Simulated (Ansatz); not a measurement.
# Dielectric response of BeS (110) films, part 5 of 5

Wanted: ε of zincblende BeS (110) by finite fields on slabs, and the band edges against the vacuum where run.

Ansatz 0.2.0; plane-wave DFT, PBE, Ansatz PAW (set soft_1); PAW set soft_1 (the session's first sound run).

So far. Step 26 (The bulk crystal): The gap is 3.14 eV. Step 27 (Band edges against the vacuum, levels PBE): The program warns that the averaged potential varies by 0.01 eV in the slab's middle, which these edges carry as an error.

## Step 28: The bulk with HSE06, k-mesh 8×8×8

This step: plane-wave DFT, HSE06, Ansatz PAW (set soft_1); PAW set soft_1 (Ansatz 0.2.0).

System of this step: zincblende BeS. The structure is cubic, space group F-43m (No. 216). The conventional cell has a = 4.870 Å, b = 4.870 Å, c = 4.870 Å, α = 90.00°, β = 90.00°, γ = 90.00°. Be has 4 S at 2.11 Å nearest. S has 4 Be at 2.11 Å nearest. Farther neighbours and most contacts between anions are not listed.

A hybrid functional removes part of the gap error, and is affordable in the small bulk cell.

File input.yaml:

```yaml
crystal:
  lattice:
    - [0.0, 2.435, 2.435]
    - [2.435, 0.0, 2.435]
    - [2.435, 2.435, 0.0]
  atoms:
    - { symbol: Be, position: [0.0, 0.0, 0.0] }
    - { symbol: S, position: [0.25, 0.25, 0.25] }
kpoints:
  mp_grid: { grid: [8, 8, 8] }
hamiltonian:
  xc: hse06
  pseudopotentials: { kind: paw, azcp: { folder: soft_1 } }
scf:
  occupations: { method: fixed }
  convergence: { dr2_threshold: 1.0e-08 }
output:
  eigenvalues: true
checkpoint:
  write: bulk-hse.run
  compress: false
  write_wavefunctions: false
```

On the command line:

```console
$ ansatz run input.yaml --threads 4 --pin off --max-ram 8192MiB --backend cpu --events-out ev --progress --plain --runs-dir out
```

Numbers of over 12 decimals in the logs are rounded to 6 here.

Log:

```text
[...]
davidson cushion auto → on  (no smearing: the cushion is to keep the highest requested band from converging to the state above it; pin scf.eigensolver.cushion to override)
Crystal: 2 atoms, lattice volume = 28.875 Å³
Basis set: ecut = 420 eV, 537 PW (Γ)
Bands: 8, of which v1, the nominal top of the filled ones, is band 4 counted from 1 (3 counted from 0)
Symmetry: 24 space group operations
[...]
k-points: 29 of 512 (time reversal used)
[...]
SCF iter   1: F=—  HF=-997.088338 eV  |F-HF|=—  |Δ(HF+E_count)|=         —  Δρ=4.35e-2  dr2=5.16e-1  ethr=1.00e-1  ⟨swp⟩=4.9  Hψ=977  notcnv=0
[...]
SCF iter   4: F=-996.961626 eV  HF=-996.961586 eV  |F-HF|=4.04e-5  |Δ(HF+E_count)|=   3.78e-5  Δρ=9.20e-4  dr2=1.35e-4  ethr=2.72e-5  ⟨swp⟩=2.4  Hψ=595  notcnv=0
SCF 1 stopped early in 4 iterations: F = -996.961626 eV  dr2 = 1.35e-4
[...]
Exchange kernel: α = 0.2500, screened, ω = 0.2079 Å⁻¹, Wigner–Seitz truncation, v(0) = 1046.9020 eV·Å³, q-mesh 8×8×8, nearest image of the exchange supercell L = 27.55 Å, pair-density grid 15×15×15, without the augmentation charges, whose exchange is taken in its separable form by FFT convolution over the k-point mesh (sized by the pseudopotential files, 20×20×20 at the most), smooth part of the exact exchange by density-matrix convolution
Frozen-core exchange: fock
SCF iter   1: F=—  HF=-997.772786 eV  |F-HF|=—  |Δ(HF+E_count)|=         —  Δρ=4.06e-3  dr2=3.33e-3  ethr=1.69e-5  ⟨swp⟩=5.7  Hψ=1127  notcnv=0
[...]
SCF iter   5: F=-997.773053 eV  HF=-997.773053 eV  |F-HF|=2.69e-7  |Δ(HF+E_count)|=   1.56e-5  Δρ=4.60e-5  dr2=5.58e-7  ethr=2.82e-9  ⟨swp⟩=4.3  Hψ=967  notcnv=0  defer=1
SCF 2 stopped early in 5 iterations: F = -997.773053 eV  dr2 = 5.58e-7
[...]
hybrid outer 1: dexx = +1.641e-3 eV, tail = 2.08e-6 eV
[...]
Frozen-core exchange: fock
SCF iter   1: F=—  HF=-997.773046 eV  |F-HF|=—  |Δ(HF+E_count)|=         —  Δρ=1.36e-5  dr2=2.31e-8  ethr=1.30e-7  ⟨swp⟩=2.2  Hψ=586  notcnv=0
[...]
SCF iter   2: F=-997.773046 eV  HF=-997.773046 eV  |F-HF|=8.56e-10  |Δ(HF+E_count)|=   5.17e-9  Δρ=5.06e-6  dr2=2.95e-9  ethr=1.84e-11  ⟨swp⟩=2.0  Hψ=1435  notcnv=0
SCF 3 converged in 2 iterations: F = -997.773046 eV  dr2 = 2.95e-9
hybrid outer 2: dexx = +1.336e-8 eV, tail = 6.81e-9 eV, Δε = 8.40e-4 eV (about 7.00e-5 eV left of the loop's levels)
hybrid SCF converged: 2 outer / 7 inner (+4 warm-up), last move |dexx| = 1.34e-8 eV, tail = 6.81e-9 eV
[...]
Free energy (F): -997.773046 eV
Frozen-core exchange: fock
[...]
Internal energy: -997.773046 eV  (E = F + TS)
E sigma→0 (E₀):  -997.773046 eV
Fermi energy:    4.549336 eV
[...]
--- Band table (eV; the first three rows and the last of 29) ---
[...]
```

Run time: 8.2 s. Hardware: 4 threads of Arm Neoverse N1, shared host; peak memory 1.2 GiB; 27 s of CPU time.

Numbers from this step:

```
gap on the k-mesh : 4.088 eV
```

The gap is 4.09 eV.

## Step 29: Band edges against the vacuum, levels HSE06

This step: plane-wave DFT, PBE, Ansatz PAW (set soft_1); band edges against the vacuum, bulk levels by HSE06; PAW set soft_1 (Ansatz 0.2.0).

System of this step: BeS (110), 12 units. The cell holds 24 atoms: 12 Be and 12 S. Its edges and angles: a = 3.444 Å, b = 4.870 Å, c = 36.940 Å, α = 90.0°, β = 90.0°, γ = 90.0°. It derives from BeS (zincblende BeS). Vacuum lies along c.

The same line-up with the hybrid's levels.

File align.yaml:

```yaml
surface:
  bulk: { run: bulk.run, levels_from: { run: bulk-hse.run } }
  slab: { run: end12.run, axis: 3 }
  face: plus
  period: 1.72181
```

On the command line:

```console
$ ansatz align-bands align.yaml -- --threads 4 --pin off
```

Log:

```text
plus face
ionisation energy 7.078 eV
electron affinity 2.990 eV
  bulk: levels by hse06 on the potential of pbe; from 17.61 to 19.33 Å its average varies by 0.0097 eV and climbs by +0.0000; the bulk's density to 0.18 %
  vacuum: slopes by 0.0000 eV/Å; line-up 9.2535 eV
  of the bulk's run: of the levels' run: its band edges are its mesh's, and a band can turn off it. A run with kpoints.band_path: { path: [VBM, CBM], npoints: 1 } finds the zone's; its band edges are of a coarser mesh than the slab's or the interface's, whose density can shift them: a run under levels_from is taken as it is
[...]
```

The job ended after 0.11 s (4 threads).

This step gave:

- ionisation energy: 7.078 eV
- electron affinity: 2.990 eV

Check by hand: ionisation energy less affinity, 7.08 − (2.99) = 4.09 eV, is the bulk gap at this level.

The program warns that the averaged potential varies by 0.01 eV in the slab's middle, which these edges carry as an error.

## Step 30: A changed input: scf.lower_state_search = "standard"

This step: plane-wave DFT, PBE, Ansatz PAW (set soft_1) (Ansatz 0.2.0).

System of this step: BeS (110), 5 units. The cell holds 10 atoms: 5 Be and 5 S. Cell: a = 3.444 Å, b = 4.870 Å, c = 24.887 Å, α = 90.0°, β = 90.0°, γ = 90.0°. It derives from BeS (zincblende BeS). Vacuum lies along c.

A run with a changed input: it repeats the earlier run at 0.1 V/Å, 5 units with scf.lower_state_search to standard.

File input.yaml:

```yaml
crystal:
  lattice:
    - [3.44361002, 0.0, 0.0]
    - [0.0, 4.87, 0.0]
    - [0.0, 0.0, 24.8872200488]
  atoms:
    - { symbol: Be, position: [0.5, 0.5515642048, 0.3770698628] }
    - { symbol: S, position: [0.0, 0.7454588388, 0.3577237938] }
    - { symbol: Be, position: [0.0, -0.017290138, 0.4283201156] }
    - { symbol: S, position: [0.5, 0.2335858184, 0.4305490312] }
    - { symbol: Be, position: [0.5, 0.4850099428, 0.5000000002] }
    - { symbol: S, position: [0.0, 0.7383526109, 0.4999999998] }
    - { symbol: Be, position: [0.0, -0.0172901403, 0.571679884] }
    - { symbol: S, position: [0.5, 0.2335858167, 0.5694509692] }
    - { symbol: Be, position: [0.5, 0.5515642059, 0.6229301374] }
    - { symbol: S, position: [0.0, 0.7454588401, 0.642276206] }
kpoints:
  mp_grid: { grid: [8, 6, 1] }
hamiltonian:
  xc: pbe
  pseudopotentials: { kind: paw, azcp: { folder: soft_1 } }
scf:
  occupations: { method: fixed }
  convergence: { dr2_threshold: 1.0e-10 }
  lower_state_search: standard
efield:
  axis: 3
  dipole_correction: true
  ramp_position: 0.9537
  ramp_width: 0.0926
  amplitude: 0.1
output:
  write_potential: true
  write_density: true
  volumetric_format: npy
```

On the command line:

```console
$ ansatz run input.yaml --threads 4 --pin off --max-ram 8192MiB --backend cpu --events-out ev --progress --plain --runs-dir out
```

Log:

```text
[...]
Crystal: 10 atoms, lattice volume = 417.368 Å³
Basis set: ecut = 420 eV, 8097 PW (Γ)
Bands: 30, of which v1, the nominal top of the filled ones, is band 20 counted from 1 (19 counted from 0)
Symmetry: 2 space group operations
k-points: 20 of 48 (time reversal used)
[...]
SCF iter   1: F=—  HF=-4984.700872 eV  |F-HF|=—  |Δ(HF+E_count)|=         —  Δρ=2.79e-2  dr2=4.11e0  ethr=3.10e-3  p=0.082 e·Å  D=3.57e-2 V/Å  ΔV_dip=-0.89 eV  dr2_dipole=7.86e-4  V_vac-E_F(+/−)=8.98/7.68 eV  ⟨swp⟩=7.1  Hψ=3411  notcnv=0  defer=153
[...]
SCF iter  12: F=-4983.528580 eV  HF=-4983.528580 eV  |F-HF|=2.36e-11  |Δ(HF+E_count)|=  5.23e-10  Δρ=6.46e-8  dr2=2.13e-11  ethr=1.00e-12  p=0.070 e·Å  D=3.06e-2 V/Å  ΔV_dip=-0.76 eV  dr2_dipole=1.43e-12  V_vac-E_F(+/−)=7.20/5.77 eV  ⟨swp⟩=23.8  Hψ=4977  notcnv=0
SCF 1 converged in 12 iterations: F = -4983.528580 eV  dr2 = 2.13e-11
[...]
SCF converged after 12 iterations
[...]
Free energy (F): -4983.528580 eV
[...]
Internal energy: -4983.528580 eV  (E = F + TS)
E sigma→0 (E₀):  -4983.528580 eV
Fermi energy:    -2.513660 eV
Dipole field:    D = 0.030562 V/Å  (p = 0.070492 e·Å, saw-weighted, corrected)
Work function:   not extracted (applied field tilts the vacuum); planar V_es + V_field profile in the machine report
[...]
--- Band table (eV; the first three rows and the last of 20) ---
  k-point 0: bands = [... 16 lower, -2.8826, -2.8564, -2.6652, -2.5137, 1.0550, 2.2260, 2.2576, 2.6933, ... 6 higher]
  k-point 1: bands = [... 16 lower, -2.9928, -2.9320, -2.7415, -2.6936, 1.2291, 2.3494, 2.3944, 2.6717, ... 6 higher]
  k-point 2: bands = [... 16 lower, -3.2966, -3.2496, -3.1041, -2.7113, 1.6431, 2.4876, 2.5613, 2.9529, ... 6 higher]
  k-point 19: bands = [... 16 lower, -3.8897, -3.8308, -3.1217, -2.8930, 1.6238, 2.0759, 3.5211, 3.5356, ... 6 higher]
```

Run time: 16 s. Hardware: 4 threads; peak memory 0.76 GiB; 64 s of CPU time.

This step gave:

```
gap on the k-mesh       : 2.702 eV
dipole along the normal : 0.07049 e·Å
```

| quantity | this run | earlier run | difference |
| --- | --- | --- | --- |
| dipole along the normal (e·Å) | 0.07049 | 0.07049 | 0 |
| gap on the k-mesh (eV) | 2.702 | 2.702 | 0 |

Nothing in the table moves by 0.01 in its unit (for the dipole 0.5 % and 5e-5 e·Å).

## Step 31: Varying the input

Another changed input: it repeats the earlier run at 0.1 V/Å, 5 units with kpoints.mp_grid.grid from [8, 6, 1] to [5, 4, 1] and accuracy to medium.

input.yaml, as its differences from that of step 30:

```diff
@@ -17,3 +17,3 @@
 kpoints:
-  mp_grid: { grid: [8, 6, 1] }
+  mp_grid: { grid: [5, 4, 1] }
 hamiltonian:
@@ -24,3 +24,2 @@
   convergence: { dr2_threshold: 1.0e-10 }
-  lower_state_search: standard
 efield:
@@ -35 +34,2 @@
   volumetric_format: npy
+accuracy: medium
```

Log:

```text
[...]
Crystal: 10 atoms, lattice volume = 417.368 Å³
Basis set: ecut = 420 eV, 8097 PW (Γ)
Bands: 30, of which v1, the nominal top of the filled ones, is band 20 counted from 1 (19 counted from 0)
Symmetry: 2 space group operations
k-points: 9 of 20 (time reversal used)
[...]
SCF iter   1: F=—  HF=-4984.694234 eV  |F-HF|=—  |Δ(HF+E_count)|=         —  Δρ=2.79e-2  dr2=4.11e0  ethr=3.10e-3  p=0.082 e·Å  D=3.57e-2 V/Å  ΔV_dip=-0.89 eV  dr2_dipole=7.87e-4  V_vac-E_F(+/−)=8.98/7.68 eV  ⟨swp⟩=7.0  Hψ=1467  notcnv=0  defer=71
[...]
SCF iter  12: F=-4983.519923 eV  HF=-4983.519923 eV  |F-HF|=2.82e-11  |Δ(HF+E_count)|=  5.38e-10  Δρ=8.18e-8  dr2=2.97e-11  ethr=1.00e-12  p=0.070 e·Å  D=3.06e-2 V/Å  ΔV_dip=-0.76 eV  dr2_dipole=9.10e-13  V_vac-E_F(+/−)=7.20/5.77 eV  ⟨swp⟩=24.0  Hψ=2378  notcnv=0
SCF 1 converged in 12 iterations: F = -4983.519923 eV  dr2 = 2.97e-11
[...]
SCF converged after 12 iterations
[...]
Free energy (F): -4983.519923 eV
[...]
Internal energy: -4983.519923 eV  (E = F + TS)
E sigma→0 (E₀):  -4983.519923 eV
Fermi energy:    -2.512141 eV
Dipole field:    D = 0.030563 V/Å  (p = 0.070494 e·Å, saw-weighted, corrected)
Work function:   not extracted (applied field tilts the vacuum); planar V_es + V_field profile in the machine report
[...]
--- Band table (eV; the first three rows and the last of 9) ---
  k-point 0: bands = [... 16 lower, -2.8814, -2.8554, -2.6640, -2.5121, 1.0560, 2.2266, 2.2584, 2.6938, ... 6 higher]
  k-point 1: bands = [... 16 lower, -3.1208, -3.0973, -2.9829, -2.6552, 1.4228, 2.4296, 2.4909, 2.7710, ... 6 higher]
  k-point 2: bands = [... 16 lower, -3.5880, -3.4399, -3.0143, -2.8898, 1.9144, 2.4437, 2.7080, 3.1414, ... 6 higher]
  k-point 8: bands = [... 16 lower, -3.6971, -3.6138, -3.1430, -2.9098, 1.7324, 2.1155, 3.4461, 3.4919, ... 6 higher]
```

Elapsed: 7.7 s, on 4 threads; peak memory 0.6 GiB.

| quantity | this run | earlier run | difference |
| --- | --- | --- | --- |
| dipole along the normal (e·Å) | 0.07049 | 0.07049 | 1.8e-6 |
| gap on the k-mesh (eV) | 2.989 | 2.702 | 0.29 |

What moves beyond 0.01 in its unit (for the dipole 0.5 % and 5e-5 e·Å): gap on the k-mesh (+0.287 eV).

The change shows in the results, which are not taken further.

## Step 32: Summary of results

* electronic ε from the thickness series: 5.25
* static ε from the thickness series: 7.30
* local electronic ε, middle of 12 units: 5.25
* ionisation energy, levels by PBE: 6.43 eV
* electron affinity, levels by PBE: 3.29 eV
* ionisation energy, levels by HSE06: 7.08 eV
* electron affinity, levels by HSE06: 2.99 eV

What this shows: The films give an electronic ε of 5.25 and a static ε of 7.30. The slope of the series and the field inside the thickest film give 5.25 and 5.25, in agreement. Ions raise ε from 5.25 to 7.30. The static value rests on two thicknesses alone. HSE06 levels deepen the valence edge by 0.65 eV on the same PBE surface dipole. The alignment warns that the averaged potential still varies by 0.01 eV in the slab's middle, which the band edges carry as an error. The in-plane lattice constants are held at typed bulk values. Semilocal functionals tend to overestimate the electronic ε a little.

[Logs are printed without paths, hosts, clocks, repeated set-up lines and the standing remarks that a program may print on its own settings, such as how far it seeks lower states.]

[Hosts, paths, dates, database ids (printed as entryN), source tags and the programs' standing remarks are cut or masked in the printed files.]

[Maps of the electrostatic potential energy from Ansatz leave out the sawtooth potential of an applied field or a dipole correction, so their vacuum need not be flat; planar profiles and work functions include it.]
